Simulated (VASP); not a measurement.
# Nb (Im-3m) in VASP: further runs

The runs below take Nb through relaxation of cell and atoms, with PBEsol.

Program: VASP 6.6.1. These are calculated values, not measurements. Logs are shortened: lines on timing, memory, paths and dates and some standing lists are left out, and cuts for length are marked.

### 1 The crystal as given

Symmetry: Im-3m, No. 229, cubic system. The conventional cell has a = 3.328 Å, b = 3.328 Å, c = 3.328 Å, α = 90.00°, β = 90.00°, γ = 90.00°. Nb (site symmetry m-3m) is surrounded by 8 Nb at 2.88 Å.

The cell was built by a generator and needn't be a form met in nature.

### 2 Relaxation of cell and atoms, PBEsol

Contents of INCAR:

```
SYSTEM = Nb
  PREC = Accurate
  ENCUT = 600
  EDIFF = 1E-6
  ISMEAR = 1
  SIGMA = 0.1
  LREAL = .FALSE.
  LASPH = .TRUE.
  NELM = 80
  ALGO = Normal
  ISIF = 3
  LWAVE = .FALSE.
  LCHARG = .FALSE.
  GGA = PS
  IBRION = 2
  NSW = 90
  EDIFFG = -0.01
```

Contents of KPOINTS:

```
regular mesh
0
G
  16 16 16
  0 0 0
```

Contents of POSCAR:

```
Nb
1.0
   -1.6639500000      1.6639500000      1.6639500000
    1.6639500000     -1.6639500000      1.6639500000
    1.6639500000      1.6639500000     -1.6639500000
Nb
1
Direct
    0.0000000000      0.0000000000      0.0000000000
```

Potentials or basis: VASP PAW PBE potentials, release 64 (Nb_sv).

Run with:

```sh
$ cat potpaw_PBE.64/Nb_sv/POTCAR > POTCAR
$ mpirun -np 1 vasp_std > vasp.out
```

OUTCAR:

```text
SYSTEM = Nb
   PREC = Accurate
   ENCUT = 600
   EDIFF = 1E-6
   ISMEAR = 1
   LREAL = .FALSE.
   LASPH = .TRUE.
   NELM = 80
   ISIF = 3
   GGA = PS
   IBRION = 2
   NSW = 90
   EDIFFG = -0.01

 ion  position               nearest neighbor table
   1  0.000  0.000  0.000-

  LATTYP: Found a body centered cubic cell.
 ALAT       =     3.3279000000

  Lattice vectors:

 A1 = (  -1.6639500000,   1.6639500000,   1.6639500000)
 A2 = (   1.6639500000,  -1.6639500000,   1.6639500000)
 A3 = (   1.6639500000,   1.6639500000,  -1.6639500000)

Analysis of symmetry for initial positions (statically):
=====================================================================
 Subroutine PRICEL returns:
 Original cell was already a primitive cell.

 Routine SETGRP: Setting up the symmetry group for a
 body centered cubic supercell.

 Subroutine GETGRP returns: Found 48 space group operations
 (whereof 48 operations were pure point group operations)
 out of a pool of 48 trial point group operations.

The static configuration has the point symmetry O_h .

Analysis of symmetry for dynamics (positions and initial velocities):
=====================================================================
 Subroutine PRICEL returns:
 Original cell was already a primitive cell.

 Routine SETGRP: Setting up the symmetry group for a
 body centered cubic supercell.

 Subroutine GETGRP returns: Found 48 space group operations
 (whereof 48 operations were pure point group operations)
 out of a pool of 48 trial point group operations.

The dynamic configuration has the point symmetry O_h .

 Subroutine INISYM returns: Found 48 space group operations
 (whereof 48 operations are pure point group operations),
 and found     1 'primitive' translations

----------------------------------------------------------------------------------------

                                     Primitive cell

  volume of cell :      18.4281

  direct lattice vectors                    reciprocal lattice vectors
    -1.663950000  1.663950000  1.663950000     0.000000000  0.300489798  0.300489798
     1.663950000 -1.663950000  1.663950000     0.300489798  0.000000000  0.300489798
     1.663950000  1.663950000 -1.663950000     0.300489798  0.300489798  0.000000000

  length of vectors
     2.882045941  2.882045941  2.882045941     0.424956748  0.424956748  0.424956748

  position of ions in fractional coordinates (direct lattice)
     0.000000000  0.000000000  0.000000000

  ion indices of the primitive-cell ions
   primitive index   ion index
                 1           1

----------------------------------------------------------------------------------------

 KPOINTS: regular mesh

Automatic generation of k-mesh.
 Grid dimensions read from file:
 generate k-points for:   16   16   16

 Generating k-lattice:

  Cartesian coordinates                     Fractional coordinates (reciprocal lattice)
     0.000000000  0.018780612  0.018780612     0.062500000  0.000000000  0.000000000
     0.018780612  0.000000000  0.018780612     0.000000000  0.062500000  0.000000000
     0.018780612  0.018780612  0.000000000     0.000000000  0.000000000  0.062500000

  Length of vectors
     0.026559797  0.026559797  0.026559797

  Shift w.r.t. Gamma in fractional coordinates (k-lattice)
     0.000000000  0.000000000  0.000000000

 Subroutine IBZKPT returns following result:
 ===========================================

 Found    145 irreducible k-points:

 Following reciprocal coordinates:
            Coordinates               Weight
  0.000000  0.000000  0.000000      1.000000
  0.062500  0.000000  0.000000     12.000000
  0.125000  0.000000  0.000000     12.000000
  0.187500  0.000000  0.000000     12.000000
  0.250000  0.000000  0.000000     12.000000
  0.312500  0.000000  0.000000     12.000000
[... 16 lines left out ...]
  0.187500  0.187500  0.000000     24.000000
  0.250000  0.187500  0.000000     48.000000
 [... further k-points ...]
   k-points           NKPTS =    145   k-points in BZ     NKDIM =    145   number of bands    NBANDS=     10
   number of dos      NEDOS =    301   number of ions     NIONS =      1
   total plane-waves  NPLWV =  13824
   dimension x,y,z NGX =    24 NGY =   24 NGZ =   24
   dimension x,y,z NGXF=    48 NGYF=   48 NGZF=   48
   ions per type =               1
   NGX,Y,Z   is equivalent  to a cutoff of  13.84, 13.84, 13.84 a.u.
   NGXF,Y,Z  is equivalent  to a cutoff of  27.69, 27.69, 27.69 a.u.
 SYSTEM =  Nb
   PREC   = accura    normal or accurate (medium, high low for compatibility)
   ISTART =      0    job   : 0-new  1-cont  2-samecut
   ICHARG =      2    charge: 1-file 2-atom 10-const
   ISPIN  =      1    spin polarized calculation?
   LNONCOLLINEAR =      F non collinear calculations
   LSORBIT =      F    spin-orbit coupling
   LASPH  =      T    aspherical Exc in radial PAW
   ENCUT  =  600.0 eV  44.10 Ry    6.64 a.u.   5.76  5.76  5.76*2*pi/ulx,y,z
   NELM   =     80;   NELMIN=  2; NELMDL= -5     # of ELM steps
   EDIFF  = 0.1E-05   stopping-criterion for ELM
   LREAL  =      F    real-space projection
   EDIFFG = -.1E-01   stopping-criterion for IOM
   NSW    =     90    number of steps for IOM
   IBRION =      2    ionic relax: 0-MD 1-quasi-New 2-CG
   NFREE  =      1    steps in history (QN), initial steepest desc. (CG)
   ISIF   =      3    stress and relaxation
   ISYM   =      2    0-nonsym 1-usesym 2-fastsym
   POTIM  = 0.5000    time-step for ionic-motion
   TEBEG  =    0.0;   TEEND  =   0.0 temperature during run
   PSTRESS=    0.0 pullay stress
   NELECT =      13.0000    total number of electrons
   NUPDOWN=      -1.0000    fix difference up-down
   EMIN   =  10.00;   EMAX   =-10.00  energy-range for DOS
   EFERMI =   0.00;   METHOD = LEGACY
   ISMEAR =     1;   SIGMA  =   0.10  broadening in eV -4-tet -1-fermi 0-gaus
   EFERMI_NEDOS =   21; number of points for ismear=-14 and -15
   IALGO  =     38    algorithm
   IMIX   =      4    mixing-type and parameters
     AMIX     =   0.40;   BMIX     =  1.00
     AMIX_MAG =   1.60;   BMIX_MAG =  1.00
  volume/ion in A,a.u.               =      18.43       124.36
  Fermi-wavevector in a.u.,A,eV,Ry     =   1.457345  2.753983 28.896790  2.123854
  Thomas-Fermi vector in A             =   2.574157
   LORBIT       =      0    0 simple, 1 ext, 2 COOP (PROOUT), +10 PAW based schemes
   GGA     = PS    functional components
   LHFCALC =     F    Hartree Fock is set to
   AEXX    =    0.0000 exact exchange contribution
   IVDW    =     0    specifies the selected vdW correction
   LEPSILON=     F    determine dielectric tensor
   LRPA    =     F    only Hartree local field effects (RPA)
 conjugate gradient relaxation of ions
 non-spin polarized calculation
 Methfessel and Paxton  Order N= 1 SIGMA  =   0.10
  energy-cutoff  :      600.00
  volume of cell :       18.43
 maximum number of plane-waves:       630
   NGX = 11   NGY = 11   NGZ = 11

--------------------------------------- Ionic step        1  -------------------------------------------

 number of electron      12.9999999 magnetization

 Free energy of the ion-electron system (eV)
  ---------------------------------------------------
  ext. energy  EPLUGINS =         0.00000000
  ---------------------------------------------------
  free energy    TOTEN  =       -10.92726033 eV

  energy without entropy =      -10.92669906  energy(sigma->0) =      -10.92707324

------------------------ aborting loop because EDIFF is reached ----------------------------------------

  FORCE on cell =-STRESS in cart. coord.  units (eV):
  Direction    XX          YY          ZZ          XY          YZ          ZX
  --------------------------------------------------------------------------------------
  -------------------------------------------------------------------------------------
  Total       -1.0282721     -1.0282721     -1.0282721      0.0000000     -0.0000000     -0.0000000
  in kB      -89.4000626    -89.4000626    -89.4000626      0.0000000     -0.0000000     -0.0000000
  external PRESSURE =     -89.4000626 kB  Pullay stress =       0.0000000 kB
[... 90 lines left out ...]
  energy  without entropy=      -10.9552467550  energy(sigma->0) =      -10.95545913

--------------------------------------- Ionic step        4  -------------------------------------------

 number of electron      13.0000001 magnetization

 Free energy of the ion-electron system (eV)
  ---------------------------------------------------
  ext. energy  EPLUGINS =         0.00000000
  ---------------------------------------------------
  free energy    TOTEN  =       -10.95560989 eV

  energy without entropy =      -10.95532995  energy(sigma->0) =      -10.95551658

 E-fermi :  11.4834     XC(G=0): -12.7906

 val. band max:       11.4727560920   @ k =  -0.4375   0.5000   0.1875
 cond. band min:      11.4869807211   @ k =   0.1875   0.0000   0.0000
 fundamental gap:      0.0142246291
 Fermi energy:        11.4833561558

 k-point     1 :       0.0000    0.0000    0.0000
  band No.  band energies     occupation
      1     -42.7475      2.00000
      2     -17.9924      2.00000
      3     -17.9924      2.00000
      4     -17.9924      2.00000
      5       5.4523      2.00000
      6      11.8398     -0.00001
      7      11.8398     -0.00001
      8      11.8398     -0.00001
      9      14.8540      0.00000
     10      14.8540      0.00000
[... 287 lines left out ...]
 k-point    24 :       0.2500    0.1875    0.0000
  band No.  band energies     occupation
      1     -42.4999      2.00000
      2     -19.1762      2.00000
      3     -18.4810      2.00000
      4     -18.1239      2.00000
      5       8.6869      2.00000
      6      10.1222      2.00000
      7      11.0638      2.00000
      8      14.2649      0.00000
      9      15.6815      0.00000
     10      17.6532      0.00000

 [... further k-points ...]

------------------------ aborting loop because EDIFF is reached ----------------------------------------

  FORCE on cell =-STRESS in cart. coord.  units (eV):
  Direction    XX          YY          ZZ          XY          YZ          ZX
  --------------------------------------------------------------------------------------
  -------------------------------------------------------------------------------------
  Total       -0.0068246     -0.0068246     -0.0068246     -0.0000000     -0.0000000      0.0000000
  in kB       -0.6261947     -0.6261947     -0.6261947     -0.0000000     -0.0000000      0.0000000
  external PRESSURE =      -0.6261947 kB  Pullay stress =       0.0000000 kB
[... 16 lines left out ...]
  FREE ENERGIE OF THE ION-ELECTRON SYSTEM (eV)
  ---------------------------------------------------
  free  energy   TOTEN  =       -10.9556098853 eV

  energy  without entropy=      -10.9553299545  energy(sigma->0) =      -10.95551658

 reached required accuracy - stopping structural energy minimisation
```

It took 30 s on 1 thread of Intel Xeon 6975P-C (Granite Rapids), shared host; peak memory 0.17 GiB.

Results:

```yaml
Free_energy: -10.9556 eV
Relaxed_volume: 17.46 Å³/atom
Relaxed_cell: a = 2.831 Å, b = 2.831 Å, c = 2.831 Å, α = 109.47°, β = 109.47°, γ = 109.47°
Space_group_after_relaxing_to_0.05_Å: Im-3m (No. 229)
Energy_gained_by_relaxing: 28.3 meV/atom
Ionic_steps: 4
Pressure_after_relaxing: -0.1 GPa
Band_gap_on_the_k_mesh: none (metal or under the smearing width)
```

Step by step:
```
step  energy change (eV)  largest force (eV/Å)  pressure (GPa)  volume (Å³)
   1              0.0000                0.0000           -8.94        18.43
   2              0.0778                0.0000           22.45        15.82
   3             -0.0283                0.0000           -0.38        17.49
   4             -0.0283                0.0000           -0.06        17.46
```

Final structure:
```yaml
crystal:
  lattice:
    - [-1.63433, 1.63433, 1.63433]
    - [1.63433, -1.63433, 1.63433]
    - [1.63433, 1.63433, -1.63433]
  atoms:
    - { symbol: Nb, position: [0.00000, 0.00000, 0.00000] }
```

Levels at points of the mesh, in eV from the Fermi level:
```csv
k point,band 4,band 5,band 6,band 7,band 8,band 9
"(0.00, 0.00, 0.00)",-29.48,-6.03,0.36,0.36,0.36,3.37
"(0.50, 0.00, 0.00)",-29.49,-3.87,-1.76,2.44,3.42,4.14
"(0.50, 0.50, 0.50)",-30.50,-3.92,-3.92,5.86,5.86,5.86
```

Caveat: the PAW data sets were made with another functional, which shifts forces and pressure a little.

### 3 Relaxation of cell and atoms, PBEsol

This run uses another cell than the first one, of 17.46 Å³/atom, 0.948 times its volume.

Edit INCAR of step 2 so:

```diff
@@ -3,3 +3,3 @@
   ENCUT = 600
-  EDIFF = 1E-6
+  EDIFF = 1E-7
   ISMEAR = 1
@@ -16,2 +16,2 @@
   NSW = 90
-  EDIFFG = -0.01
+  EDIFFG = -0.005
```

KPOINTS is that of step 2.

Contents of POSCAR:

```
Nb                                      
1.0
   -1.6343279689      1.6343279689      1.6343279689
    1.6343279689     -1.6343279689      1.6343279689
    1.6343279689      1.6343279689     -1.6343279689
  Nb            
     1
Direct
     1.0000000000000000    0.0000000000000000    1.0000000000000000
```

Potentials or basis: VASP PAW PBE potentials, release 64 (Nb_sv).

Run with:

```sh
$ cat potpaw_PBE.64/Nb_sv/POTCAR > POTCAR
$ mpirun -np 1 vasp_std > vasp.out
```

OUTCAR:

```text
SYSTEM = Nb
   PREC = Accurate
   ENCUT = 600
   EDIFF = 1E-7
   ISMEAR = 1
   LREAL = .FALSE.
   LASPH = .TRUE.
   NELM = 80
   ISIF = 3
   GGA = PS
   IBRION = 2
   NSW = 90
   EDIFFG = -0.005

 ion  position               nearest neighbor table
   1  0.000  0.000  0.000-

  LATTYP: Found a body centered cubic cell.
 ALAT       =     3.2686559378

  Lattice vectors:

 A1 = (  -1.6343279689,   1.6343279689,   1.6343279689)
 A2 = (   1.6343279689,  -1.6343279689,   1.6343279689)
 A3 = (   1.6343279689,   1.6343279689,  -1.6343279689)

Analysis of symmetry for initial positions (statically):
=====================================================================
 Subroutine PRICEL returns:
[... 257 lines left out ...]
 Fermi energy:        11.4878121294

 k-point     1 :       0.0000    0.0000    0.0000
  band No.  band energies     occupation
      1     -42.7424      2.00000
      2     -17.9866      2.00000
      3     -17.9866      2.00000
      4     -17.9866      2.00000
      5       5.4565      2.00000
      6      11.8442     -0.00001
      7      11.8442     -0.00001
      8      11.8442     -0.00001
      9      14.8595      0.00000
     10      14.8595      0.00000
[... 287 lines left out ...]
 k-point    24 :       0.2500    0.1875    0.0000
  band No.  band energies     occupation
      1     -42.4945      2.00000
      2     -19.1715      2.00000
      3     -18.4757      2.00000
      4     -18.1182      2.00000
      5       8.6909      2.00000
      6      10.1260      2.00000
      7      11.0685      2.00000
      8      14.2702      0.00000
      9      15.6876      0.00000
     10      17.6601      0.00000

 [... further k-points ...]

------------------------ aborting loop because EDIFF is reached ----------------------------------------

  FORCE on cell =-STRESS in cart. coord.  units (eV):
  Direction    XX          YY          ZZ          XY          YZ          ZX
  --------------------------------------------------------------------------------------
  -------------------------------------------------------------------------------------
  Total        0.0007266      0.0007266      0.0007266      0.0000000     -0.0000000      0.0000000
  in kB        0.0666909      0.0666909      0.0666909      0.0000000     -0.0000000      0.0000000
  external PRESSURE =       0.0666909 kB  Pullay stress =       0.0000000 kB
[... 16 lines left out ...]
  FREE ENERGIE OF THE ION-ELECTRON SYSTEM (eV)
  ---------------------------------------------------
  free  energy   TOTEN  =       -10.9550767688 eV

  energy  without entropy=      -10.9548036476  energy(sigma->0) =      -10.95498573

 reached required accuracy - stopping structural energy minimisation
```

OSZICAR:

```text
N       E                     dE             d eps       ncg     rms          rms(c)
DAV:   1     0.130301572727E+03    0.13030E+03   -0.81593E+03  2900   0.145E+03
[... 24 lines left out ...]
DAV:   2    -0.109550841591E+02    0.91296E-04   -0.22936E-04  4346   0.221E-01    0.223E-02
DAV:   3    -0.109550746571E+02    0.95020E-05   -0.74058E-05  4462   0.985E-02    0.131E-02
DAV:   4    -0.109550760952E+02   -0.14380E-05   -0.23468E-06  3540   0.170E-02    0.744E-03
DAV:   5    -0.109550769831E+02   -0.88789E-06   -0.61915E-06  4904   0.181E-02    0.300E-03
DAV:   6    -0.109550768354E+02    0.14765E-06   -0.10879E-07  2000   0.455E-03    0.116E-03
DAV:   7    -0.109550767152E+02    0.12018E-06   -0.34652E-08  1566   0.306E-03    0.343E-04
DAV:   8    -0.109550767688E+02   -0.53595E-07   -0.73263E-09  1524   0.150E-03
   3 F= -.10955077E+02 E0= -.10954986E+02  d E =-.883240E-06
```

CONTCAR:

```text
Nb
   1.00000000000000
    -1.6341561344858100    1.6341561344858100    1.6341561344858100
     1.6341561344858100   -1.6341561344858100    1.6341561344858100
     1.6341561344858100    1.6341561344858100   -1.6341561344858100
  Nb
     1
Direct
     0.0000000000000000    0.0000000000000000    0.0000000000000000

  0.00000000E+00  0.00000000E+00  0.00000000E+00
```

Run time: 21 s. Hardware: 1 thread of Intel Xeon 6975P-C (Granite Rapids), shared host; peak memory 0.16 GiB.

What came out:

- Free energy: -10.9551 eV
- Relaxed volume: 17.46 Å³/atom
- Relaxed cell: a = 2.830 Å, b = 2.830 Å, c = 2.830 Å, α = 109.47°, β = 109.47°, γ = 109.47°
- Space group after relaxing (to 0.05 Å): Im-3m (No. 229)
- Energy gained by relaxing: 0.0 meV/atom
- Ionic steps: 3
- Pressure after relaxing: 0.0 GPa
- Band gap on the k mesh: none (metal or under the smearing width)

Final structure:
```
Nb
1.0
    -1.63416    1.63416    1.63416
     1.63416   -1.63416    1.63416
     1.63416    1.63416   -1.63416
Nb
1
Direct
  0.00000 0.00000 0.00000
```

Caveat: the PAW data sets were made with another functional, which shifts forces and pressure a little.
